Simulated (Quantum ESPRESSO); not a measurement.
MnO:

```
CELL_PARAMETERS angstrom
3.37170 0.00000 0.00000
-1.68585 2.91998 0.00000
0.00000 0.00000 5.38550
ATOMIC_POSITIONS crystal
Mn 0.33333 0.66667 0.01096
Mn 0.66667 0.33333 0.51096
O 0.33333 0.66667 0.37547
O 0.66667 0.33333 0.87547
```

Measurements of this composition are mostly on another form, of space group No. 225.

Program: Quantum ESPRESSO 7.5. Alike in all runs: task single point; potentials or basis PseudoDojo 0.4.1 SR LDA standard; spin collinear, ferromagnetic start; cell as given; k mesh 6 × 6 × 4; cutoff (eV) 1306; smearing gaussian 0.05 eV.

Order these runs on this cell by their pressure, lowest first.
A. level LDA
B. level LDA+U; U Mn d U = 3 eV
C. level LDA+U; U Mn d U = 1 eV
D. level LDA+U; U Mn d U = 8 eV
E. level LDA+U; U Mn d U = 5 eV

A (-4.6 GPa), C (-2.8 GPa), B (-0.4 GPa), E (2.0 GPa), D (5.4 GPa).

Caveats: only a ferromagnetic start was run, and an antiferromagnetic order may lie lower in energy.
